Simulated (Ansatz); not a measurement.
Input file for Ansatz (a quantum-chemistry and plane-wave program):

Ansatz 0.2 input:
```yaml
crystal:
  lattice:
    - [2.119640984, 1.2237752927, 3.4605989312]
    - [-2.119640984, 1.2237752927, 3.4605989312]
    - [0.0, -2.4475505854, 3.4605989312]
  atoms:
    - { symbol: Zn, position: [0.0266705445, 0.0266705445, 0.0266705445] }
    - { symbol: Te, position: [0.7766561221, 0.7766561221, 0.7766561221] }
kpoints:
  mp_grid: { grid: [8, 8, 8] }
hamiltonian:
  xc: lda
  pseudopotentials: { kind: paw }
scf:
  occupations: { method: fixed }
elastic: { mode: relaxed_ion, stencil: two_point, amplitude: 0.005, f_tol: 0.0005 }
output: { polarization: {} }
```

Output (shortened):

```
Pseudopotential: Zn, paw, valence charge 12
Pseudopotential: Te, paw, valence charge 16
Functional definition: SPW92
Crystal: 2 atoms, lattice volume = 53.860 Å³
Basis set: ecut = 420 eV, 1067 PW (Γ)
Bands: 18, of which v1, the nominal top of the filled ones, is band 14 counted from 1 (13 counted from 0)
Symmetry: 6 space group operations
Space group: R3m (ITA 160), of the structure as read, at distance tolerance 3.8e-5 Å
k-points: 65 of 512 (time reversal used)
SCF 1 converged in 10 iterations: F = -10074.244953 eV  dr2 = 6.68e-14
relax step   1: F+E_penalty+E_count = -10074.24495349 eV  Δ(F+E_penalty+E_count) = +0.000e0 eV  max|allowed force component| = 6.446e-4 eV/Å  Δτ_max = 0.0000 Å  (10 SCF iters, accepted)
Crystal: 2 atoms, lattice volume = 53.860 Å³
SCF 2 converged in 9 iterations: F = -10074.244954 eV  dr2 = 7.34e-15
relax step   2: F+E_penalty+E_count = -10074.24495353 eV  Δ(F+E_penalty+E_count) = -3.657e-8 eV  max|allowed force component| = 3.652e-5 eV/Å  Δτ_max = 0.0001 Å  (9 SCF iters, accepted)
Crystal: 2 atoms, lattice volume = 53.860 Å³
SCF 3 converged in 9 iterations: F = -10074.244954 eV  dr2 = 1.60e-14
Crystal: 2 atoms, lattice volume = 53.591 Å³
Basis set: ecut = 420 eV, 1059 PW (Γ)
Symmetry: 2 space group operations
k-points: 150 of 512 (time reversal used)
SCF 4 converged in 11 iterations: F = -10074.244467 eV  dr2 = 1.11e-14
relax step   1: F+E_penalty+E_count = -10074.24446698 eV  Δ(F+E_penalty+E_count) = +0.000e0 eV  max|allowed force component| = 2.481e-2 eV/Å  Δτ_max = 0.0000 Å  (11 SCF iters, accepted)
Crystal: 2 atoms, lattice volume = 53.591 Å³
SCF 5 converged in 8 iterations: F = -10074.244547 eV  dr2 = 4.51e-14
relax step   2: F+E_penalty+E_count = -10074.24454669 eV  Δ(F+E_penalty+E_count) = -7.971e-5 eV  max|allowed force component| = 1.546e-3 eV/Å  Δτ_max = 0.0025 Å  (8 SCF iters, accepted)
Crystal: 2 atoms, lattice volume = 53.591 Å³
SCF 6 converged in 7 iterations: F = -10074.244547 eV  dr2 = 4.33e-15
relax step   3: F+E_penalty+E_count = -10074.24454700 eV  Δ(F+E_penalty+E_count) = -3.100e-7 eV  max|allowed force component| = 1.346e-7 eV/Å  Δτ_max = 0.0002 Å  (7 SCF iters, accepted)
Crystal: 2 atoms, lattice volume = 53.591 Å³
SCF 7 converged in 2 iterations: F = -10074.244547 eV  dr2 = 8.31e-16
Crystal: 2 atoms, lattice volume = 54.129 Å³
SCF 8 converged in 11 iterations: F = -10074.244470 eV  dr2 = 9.35e-15
relax step   1: F+E_penalty+E_count = -10074.24446973 eV  Δ(F+E_penalty+E_count) = +0.000e0 eV  max|allowed force component| = 2.321e-2 eV/Å  Δτ_max = 0.0000 Å  (11 SCF iters, accepted)
Crystal: 2 atoms, lattice volume = 54.129 Å³
SCF 9 converged in 8 iterations: F = -10074.244542 eV  dr2 = 5.10e-14
relax step   2: F+E_penalty+E_count = -10074.24454232 eV  Δ(F+E_penalty+E_count) = -7.260e-5 eV  max|allowed force component| = 1.192e-3 eV/Å  Δτ_max = 0.0024 Å  (8 SCF iters, accepted)
Crystal: 2 atoms, lattice volume = 54.129 Å³
SCF 10 converged in 7 iterations: F = -10074.244543 eV  dr2 = 3.17e-15
relax step   3: F+E_penalty+E_count = -10074.24454251 eV  Δ(F+E_penalty+E_count) = -1.915e-7 eV  max|allowed force component| = 1.047e-7 eV/Å  Δτ_max = 0.0001 Å  (7 SCF iters, accepted)
Crystal: 2 atoms, lattice volume = 54.129 Å³
SCF 11 converged in 2 iterations: F = -10074.244543 eV  dr2 = 8.28e-16
Crystal: 2 atoms, lattice volume = 53.591 Å³
Basis set: ecut = 420 eV, 1055 PW (Γ)
SCF 12 converged in 11 iterations: F = -10074.244383 eV  dr2 = 1.11e-14
relax step   1: F+E_penalty+E_count = -10074.24438326 eV  Δ(F+E_penalty+E_count) = +0.000e0 eV  max|allowed force component| = 3.587e-2 eV/Å  Δτ_max = 0.0000 Å  (11 SCF iters, accepted)
Crystal: 2 atoms, lattice volume = 53.591 Å³
SCF 13 converged in 8 iterations: F = -10074.244492 eV  dr2 = 6.49e-14
relax step   2: F+E_penalty+E_count = -10074.24449223 eV  Δ(F+E_penalty+E_count) = -1.090e-4 eV  max|allowed force component| = 2.248e-3 eV/Å  Δτ_max = 0.0029 Å  (8 SCF iters, accepted)
Crystal: 2 atoms, lattice volume = 53.591 Å³
SCF 14 converged in 7 iterations: F = -10074.244493 eV  dr2 = 5.56e-15
relax step   3: F+E_penalty+E_count = -10074.24449267 eV  Δ(F+E_penalty+E_count) = -4.362e-7 eV  max|allowed force component| = 2.682e-5 eV/Å  Δτ_max = 0.0002 Å  (7 SCF iters, accepted)
Crystal: 2 atoms, lattice volume = 53.591 Å³
SCF 15 converged in 2 iterations: F = -10074.244493 eV  dr2 = 1.05e-15
Crystal: 2 atoms, lattice volume = 54.129 Å³
SCF 16 converged in 11 iterations: F = -10074.244448 eV  dr2 = 8.10e-15
relax step   1: F+E_penalty+E_count = -10074.24444810 eV  Δ(F+E_penalty+E_count) = +0.000e0 eV  max|allowed force component| = 3.219e-2 eV/Å  Δτ_max = 0.0000 Å  (11 SCF iters, accepted)
Crystal: 2 atoms, lattice volume = 54.129 Å³
SCF 17 converged in 8 iterations: F = -10074.244543 eV  dr2 = 6.85e-14
relax step   2: F+E_penalty+E_count = -10074.24454295 eV  Δ(F+E_penalty+E_count) = -9.485e-5 eV  max|allowed force component| = 1.645e-3 eV/Å  Δτ_max = 0.0028 Å  (8 SCF iters, accepted)
Crystal: 2 atoms, lattice volume = 54.129 Å³
SCF 18 converged in 7 iterations: F = -10074.244543 eV  dr2 = 2.23e-14
relax step   3: F+E_penalty+E_count = -10074.24454319 eV  Δ(F+E_penalty+E_count) = -2.447e-7 eV  max|allowed force component| = 2.351e-5 eV/Å  Δτ_max = 0.0001 Å  (7 SCF iters, accepted)
Crystal: 2 atoms, lattice volume = 54.129 Å³
SCF 19 converged in 2 iterations: F = -10074.244543 eV  dr2 = 1.04e-14
Crystal: 2 atoms, lattice volume = 53.860 Å³
Basis set: ecut = 420 eV, 1065 PW (Γ)
SCF 20 converged in 10 iterations: F = -10074.244823 eV  dr2 = 1.30e-14
relax step   1: F+E_penalty+E_count = -10074.24482339 eV  Δ(F+E_penalty+E_count) = +0.000e0 eV  max|allowed force component| = 1.682e-2 eV/Å  Δτ_max = 0.0000 Å  (10 SCF iters, accepted)
Crystal: 2 atoms, lattice volume = 53.860 Å³
SCF 21 converged in 8 iterations: F = -10074.244849 eV  dr2 = 1.43e-14
relax step   2: F+E_penalty+E_count = -10074.24484853 eV  Δ(F+E_penalty+E_count) = -2.514e-5 eV  max|allowed force component| = 9.273e-4 eV/Å  Δτ_max = 0.0014 Å  (8 SCF iters, accepted)
Crystal: 2 atoms, lattice volume = 53.860 Å³
SCF 22 converged in 5 iterations: F = -10074.244849 eV  dr2 = 9.81e-14
relax step   3: F+E_penalty+E_count = -10074.24484860 eV  Δ(F+E_penalty+E_count) = -7.623e-8 eV  max|allowed force component| = 3.890e-6 eV/Å  Δτ_max = 0.0001 Å  (5 SCF iters, accepted)
Crystal: 2 atoms, lattice volume = 53.860 Å³
SCF 23 converged in 2 iterations: F = -10074.244849 eV  dr2 = 2.21e-14
Crystal: 2 atoms, lattice volume = 53.860 Å³
Basis set: ecut = 420 eV, 1063 PW (Γ)
SCF 24 converged in 9 iterations: F = -10074.244823 eV  dr2 = 8.09e-14
relax step   1: F+E_penalty+E_count = -10074.24482319 eV  Δ(F+E_penalty+E_count) = +0.000e0 eV  max|allowed force component| = 1.712e-2 eV/Å  Δτ_max = 0.0000 Å  (9 SCF iters, accepted)
Crystal: 2 atoms, lattice volume = 53.860 Å³
SCF 25 converged in 8 iterations: F = -10074.244849 eV  dr2 = 1.59e-14
relax step   2: F+E_penalty+E_count = -10074.24484879 eV  Δ(F+E_penalty+E_count) = -2.560e-5 eV  max|allowed force component| = 1.002e-3 eV/Å  Δτ_max = 0.0014 Å  (8 SCF iters, accepted)
Crystal: 2 atoms, lattice volume = 53.860 Å³
SCF 26 converged in 5 iterations: F = -10074.244849 eV  dr2 = 9.25e-14
relax step   3: F+E_penalty+E_count = -10074.24484888 eV  Δ(F+E_penalty+E_count) = -8.845e-8 eV  max|allowed force component| = 4.057e-6 eV/Å  Δτ_max = 0.0001 Å  (5 SCF iters, accepted)
Crystal: 2 atoms, lattice volume = 53.860 Å³
SCF 27 converged in 2 iterations: F = -10074.244849 eV  dr2 = 1.36e-14
SCF converged after 9 iterations
Stability not checked: this state was not tested for a lower state beside it, because too few of the mixer's solves of this state at the end of the SCF gave a …
Free energy (F): -10074.244954 eV
Harris-Foulkes:  -10074.244954 eV  (|F-HF|=3.64e-12)
Internal energy: -10074.244954 eV  (E = F + TS)
E sigma→0 (E₀):  -10074.244954 eV
Fermi energy:    7.416992 eV
--- Per-component energies (eV) ---
  E_band       = -264.233431
  E_kinetic    = 314.346507
  E_local      = -3257.147423  (includes V_loc(G=0)·N_el)
  E_nonlocal   = 311.488372
  E_hartree    = 1653.123956
  E_xc         = -259.804617
  E_vxc        = -158.954470  (∫ρ·V_xc dr)
  E_paw        = -6266.059690  (= ΣΔE_a)
  E_vpaw       = -780.213795  (= ΣTr[D̂ρ^β])
  E_aug_tail   = -0.000542  (compensation charges beyond the density's cutoff)
  E_ewald      = -2572.427319
  E_core_change = 2.235803  (= ΣΔE_core)
  E_smearing   =  0.000000  (= −TS)
  E_closure    = 0.000000  (closes the sum)
  Σ components = -10074.244954   (vs F -10074.244954, Δ=0.00e0)
--- Forces (eV/Å), atoms counted from 1 ---
  atom   1  Zn     0.00000000     0.00000000     0.00003614
  atom   2  Te     0.00000000     0.00000000    -0.00003691
  max |Σ_I F_I| component: 7.66e-7 eV/Å
--- Stress (GPa, compression-positive) ---
       -0.002181       0.000000       0.000000
        0.000000      -0.002181       0.000000
        0.000000       0.000000       0.013419
  P = ⅓ Tr σ = 0.0030 GPa (0.030 kbar)
--- Band table (eV; the first three rows and the last of 65) ---
  k-point 0: bands = ["-28.8539", "-28.8539", "-28.8538", "-28.8409", "-28.8409", "-4.8013", "0.2112", "0.2112", "0.2113", "0.4695", "0.4695", "7.4155", "7.4155", "7.4170", "8.6898", "11.7334", "11.7334", "11.7356"]
  k-point 1: bands = ["-28.8538", "-28.8537", "-28.8536", "-28.8408", "-28.8408", "-4.6855", "0.2202", "0.2222", "0.2222", "0.4681", "0.4681", "5.9714", "7.2298", "7.2311", "9.5110", "11.9299", "12.0103", "12.0121"]
  k-point 2: bands = ["-28.8537", "-28.8532", "-28.8532", "-28.8407", "-28.8407", "-4.3776", "0.2463", "0.2463", "0.2732", "0.4674", "0.4675", "4.1087", "6.8558", "6.8569", "9.4961", "12.4215", "12.4227", "13.3489"]
  k-point 64: bands = ["-28.8534", "-28.8526", "-28.8526", "-28.8405", "-28.8405", "-3.8443", "0.2724", "0.2724", "0.4763", "0.4763", "0.6357", "1.8789", "6.4333", "6.4333", "9.1213", "12.4077", "12.4077", "14.7205"]
--- Elastic constants: 3 strain directions × 2 members + reference (group order 6) ---
  dense FFT box of the reference and of every strained cell: 30×30×30
  strains applied: 11, 33, 23; error gains …
  reference relaxed by the batch: 2 steps …
  largest displacement 5.4e-5 Å; the constants are those of the deck's cell at these positions:
  atoms:
    - { symbol: Zn, position: [0.02667571670860366, 0.02667571670860366, 0.02667571670860366] }
    - { symbol: Te, position: [0.7766509498913963, 0.7766509498913963, 0.7766509498913963] }
  C = ∂σ_k/∂η_j (tension-positive GPa; Voigt order 11 22 33 23 13 12):
        96.305     38.121     32.075      8.583      0.000      0.000
        38.121     96.305     32.075     -8.583      0.000      0.000
        32.084     32.084    102.364      0.000      0.000      0.000
         8.581     -8.581      0.000     23.038      0.000      0.000
         0.000      0.000      0.000      0.000     23.038      8.581
         0.000      0.000      0.000      0.000      8.583     29.092
  reference stress σ⁰ (GPa):      0.002      0.002     -0.013      0.000      0.000      0.000
  moduli (Voigt/Reuss/Hill, GPa): K = 55.50/55.50/55.50   G = 27.88/24.60/26.24   E = 68.01   ν = 0.296
  mechanically stable: yes (min eigenvalue of sym C = 16.97 GPa)
  e, the proper piezoelectric tensor (elastic.mode: relaxed_ion; C/m²; rows x y z; Voigt order 11 22 33 23 13 12):
       0.00000    0.00000    0.00000    0.00000   -0.03781   -0.05407
      -0.05407    0.05407    0.00000   -0.03781    0.00000    0.00000
      -0.03863   -0.03863    0.07619    0.00000    0.00000    0.00000
  ±, each entry's uncertainty from the finite density of the strings (C/m²), an estimate: the size of the correction for it that the entry includes:
       0.00000    0.00000    0.00000    0.00000    0.00304    0.00432
       0.00432    0.00432    0.00000    0.00304    0.00000    0.00000
       0.01670    0.01670    0.02588    0.00000    0.00000    0.00000
  strain η (Voigt 11):  stress-route row diagonal C_11 = 96.31 GPa, energy-path curvature d²(F+E_count+ΔE)/dδ²/Ω₀ = 96.36 GPa
         δ    σ_11 (GPa)             F (eV)   n_scf  n_hpsi   n_pw
    -5.000e-3      -0.4853      -10074.2445470       2   24178   1060   relax 3 steps, max|allowed force component| 1.35e-7 eV/Å
     5.000e-3       0.4778      -10074.2445425       2   24246   1068   relax 3 steps, max|allowed force component| 1.05e-7 eV/Å
  strain η (Voigt 33):  stress-route row diagonal C_33 = 102.36 GPa, energy-path curvature d²(F+E_count+ΔE)/dδ²/Ω₀ = 102.43 GPa
         δ    σ_33 (GPa)             F (eV)   n_scf  n_hpsi   n_pw
    -5.000e-3      -0.5297      -10074.2444927       2   10490   1059   relax 3 steps, max|allowed force component| 2.68e-5 eV/Å
     5.000e-3       0.4939      -10074.2445432       2   10795   1068   relax 3 steps, max|allowed force component| 2.35e-5 eV/Å
  strain η (Voigt 23):  stress-route row diagonal C_44 = 23.04 GPa, energy-path curvature d²(F+E_count+ΔE)/dδ²/Ω₀ = 23.09 GPa
         δ    σ_23 (GPa)             F (eV)   n_scf  n_hpsi   n_pw
    -5.000e-3      -0.1147      -10074.2448486       2   25134   1065   relax 3 steps, max|allowed force component| 3.89e-6 eV/Å
     5.000e-3       0.1157      -10074.2448489       2   24642   1063   relax 3 steps, max|allowed force component| 4.06e-6 eV/Å
--- Formal polarisation (Berry phase): one branch of a lattice of values; only differences between neighbouring runs are physical ---
  axis  mesh            electronic          ionic      p = total  spread (rad)  least overlap  resolved gap  δp at fixed H ≤   (phases in cycles; p mod 2 …
  b1    8×8×8          -0.24653041    12.74652380    12.49999339      0.259667         0.8040        1.2728           6.8e-6
  b2    8×8×8          -0.24653041    12.74652380    12.49999339      0.259667         0.8040        1.2728           6.8e-6
  b3    8×8×8          -0.24653041    12.74652380    12.49999339      0.259667         0.8040        1.2728           6.8e-6
  quantum along a1:   0.15739546 e/Å² =   252.175323 µC/cm²
  quantum along a2:   0.15739546 e/Å² =   252.175323 µC/cm²
  quantum along a3:   0.15739546 e/Å² =   252.175323 µC/cm²
  P = (  0.00000000,   0.00000000,   2.40943824) e/Å² = (    0.000000,     0.000000,  3860.345649) µC/cm²  (mod the quanta)
```

Cost: around 4 core-minutes (rough) on shared cores.

Space group F-43m (zinc blende). Symmetry was held in the LDA relaxation; of distortions, only those at the zone centre were tested. Point labels and valley counts follow the cell and symmetry of the run, lower than the named group. Scalar-relativistic: spin–orbit coupling is off unless named, which matters more the heavier the elements.

Potentials: the later of the program's two PAW sets.

Ansatz is a plane-wave DFT program.
